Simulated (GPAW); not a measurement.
Runs of GPAW 26.7.0 on PtSe2 (Sudovikovite). It takes space group P-3m1 (No. 164, trigonal). The conventional cell has a = 3.724 Å, b = 3.724 Å, c = 5.062 Å, α = 90.00°, β = 90.00°, γ = 120.00°. Around Pt (site symmetry -3m) lie 6 Se at 2.49 Å. Around Se (site symmetry 3m) lie 3 Pt at 2.49 Å. 

```tsv
task	level	potentials or basis	spin	cell	k mesh	cutoff (eV)	maxiter	optimizer	fmax	max steps	band path	mesh quality	gap on the mesh (eV)	pressure (GPa)	largest force (eV/Å)
relaxation of cell and atoms	BP86	PAW data sets generated in the run's folder for this functional, pw	off	relaxed	6 × 6 × 4	600	150	BFGS	0.02 eV/Å	40	-	not flagged	0.93	0.1	-
single point	PBE0-1/3	GPAW PAW data sets (gpaw-data 1.2.1), pw	off	as given	3 × 3 × 2	450	60	-	-	-	-	coarse	none	-	-
band structure	vdW-DF-cx	GPAW PAW data sets (gpaw-data 1.2.1), pw	SOC, no magnetisation	as given	6 × 6 × 4	600	150	-	-	-	GMKGALHA,LM,KH	not flagged	-	-	(a)
relaxation of cell and atoms	r4SCAN	GPAW PAW data sets (gpaw-data 1.2.1), pw	off	relaxed to 1 GPa	6 × 6 × 4	600	150	FIRE	0.05 eV/Å	60	-	not flagged	none	0.9	0.05
```

Alike in all rows: smearing fermi-dirac 0.05 eV.

Problem. Estimate the missing entries.

Solution. (a) 0.78.

Caveats: some runs use coarse meshes; the PAW data sets were made with another functional, which shifts forces and pressure a little (some runs); later steps reuse the first step's grids (some runs); spin-orbit coupling is left out, which moves the levels of the heavy elements (some runs); exact exchange converges slowly with the k mesh, and this mesh is small (some runs); spin-orbit coupling was added after a scalar SCF, so levels and gaps hold it while energy, forces, pressure and moments don't (some runs).

A k mesh can miss the band edges, and rows without SOC leave out spin-orbit coupling on Pt, Se.

A gap of «none» marks a metal or a gap under the smearing width.

Runs at the PBE level aren't shown here.
